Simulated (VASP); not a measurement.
Wanted: the native input for a VASP 6.6.1 run.

```yaml
Task: relaxation of cell and atoms
Functional: PBEsol
Dispersion: D3(BJ)
Potentials_or_basis: VASP PAW PBE potentials, release 64 (Ni, O)
Cutoff: 600 eV
k_mesh: 11 × 11 × 11
Occupations: fermi-dirac, width 0.05 eV
Spin: collinear spin, ferromagnetic start
Starting_moments: "[1.0, 0.0] μB"
Further_INCAR_settings: ALGO = Normal; EDIFF = 1e-06; IBRION = 2; EDIFFG = -0.01; NSW = 60; ISIF = 3
```

The structure of NiO lies in POSCAR:

```
NiO
1.0
    0.0000000000      2.0859016414      2.0859016414
    2.0859016414      0.0000000000      2.0859016414
    2.0859016414      2.0859016414      0.0000000000
Ni O
1 1
Direct
    0.0000000000      0.0000000000      0.0000000000
    0.5000000000      0.5000000000      0.5000000000
```

One way to write it, as run:

INCAR

```
PREC     = Accurate       # precision mode
ENCUT    = 600            # plane-wave cutoff, eV
EDIFF    = 1E-6           # SCF threshold, eV
ISMEAR   = -1             # smearing method
SIGMA    = 0.05           # smearing width, eV
LREAL    = False          # projectors in reciprocal space
LASPH    = True           # aspherical terms in the spheres
NELM     = 120            # most SCF steps
ALGO     = Normal         # electronic algorithm
ISIF     = 3              # what is computed and relaxed
LWAVE    = False          # write WAVECAR
LCHARG   = False          # write CHGCAR
ISPIN    = 2              # spin polarisation
MAGMOM   = 1 0            # initial moments
LORBIT   = 11             # projections on sites
LMAXMIX  = 4              # l up to which the mixer works
GGA      = PS             # functional
IVDW     = 12             # dispersion correction
IBRION   = 2              # ionic algorithm
NSW      = 60             # ionic steps
EDIFFG   = -0.01          # ionic threshold
```

KPOINTS

```
regular mesh
0
Gamma
  11 11 11
```

Potentials or basis: VASP PAW PBE potentials, release 64 (Ni, O).

Run with:

```sh
$ cat potpaw_PBE.64/Ni/POTCAR potpaw_PBE.64/O/POTCAR > POTCAR
$ mpirun -np 1 vasp_std > vasp.out
```

Results of the run:

| Property | Result |
| --- | --- |
| Relaxed volume | 8.63 Å³/atom |
| Relaxed cell | a = 2.900 Å, b = 2.900 Å, c = 2.900 Å, α = 60.00°, β = 60.00°, γ = 60.00° |
| Space group after relaxing (to 0.05 Å) | Fm-3m (No. 225) |
| Energy gained by relaxing | 14.8 meV/atom |
| Ionic steps | 3 |
| Pressure after relaxing | 0.1 GPa |
| Band gap on the k mesh | none (metal or under the smearing width) |
| Net moment | 1.20 μB per cell |
| Site moments | Ni +1.01; O +0.17 μB |
| Valence electrons inside the program's atomic spheres | Ni 9.14; O 4.95 |
| Dispersion energy per atom | -0.227 eV |

Caveat: the PAW data sets were made with another functional, which shifts forces and pressure a little; a cell with one magnetic atom can't hold antiferromagnetic order, which such compounds often take; semilocal functionals often make such compounds metallic where correlation or magnetic order opens a gap, which also shifts bond lengths; pairwise dispersion overbinds metals, which lowers pressure and volume.

Wall time 69 s on 1 thread of Intel(R) Xeon(R) Platinum 8488C (Sapphire Rapids) (shared host), peak memory 0.18 GiB.
